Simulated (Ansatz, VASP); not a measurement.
One calculation of Bi, two programs

```xyz
3
Lattice="4.5390 0.0000 0.0000 -2.2695 3.9309 0.0000 0.0000 0.0000 26.8290" Properties=species:S:1:pos:R:3 pbc="T T T"
Bi    0.0000    2.6206    7.5000
Bi    2.2695    1.3103   13.4145
Bi    0.0000    2.6206   19.3290
```

Alike in both runs: task single point; functional PBE; k mesh 7 × 7 × 1; occupations fermi-dirac, width 0.05 eV; no spin polarisation.

|  | VASP | Ansatz |
| --- | --- | --- |
| version | VASP 6.6.1 | Ansatz 0.2.0 |
| potentials or method | VASP PAW PBE potentials, release 64 (Bi_d), cutoff 520 eV | all-electron LAPW, scalar-relativistic |

|  | VASP | Ansatz | Ansatz less VASP |
| --- | --- | --- | --- |
| gap on the k mesh at the Fermi level (eV) | none | none | - |
| rms of the force components (eV/Å) | 0.015 | 0.015 | -0.0001 |

Atom by atom the forces differ by 0.000 eV/Å (rms over components). A gap of «none» marks a metal or a gap that the smearing closes. Ansatz ran all-electron here, so the differences hold the error of VASP's frozen core and of both bases.

Caveats: spin-orbit coupling is left out, which moves the levels of the heavy elements.
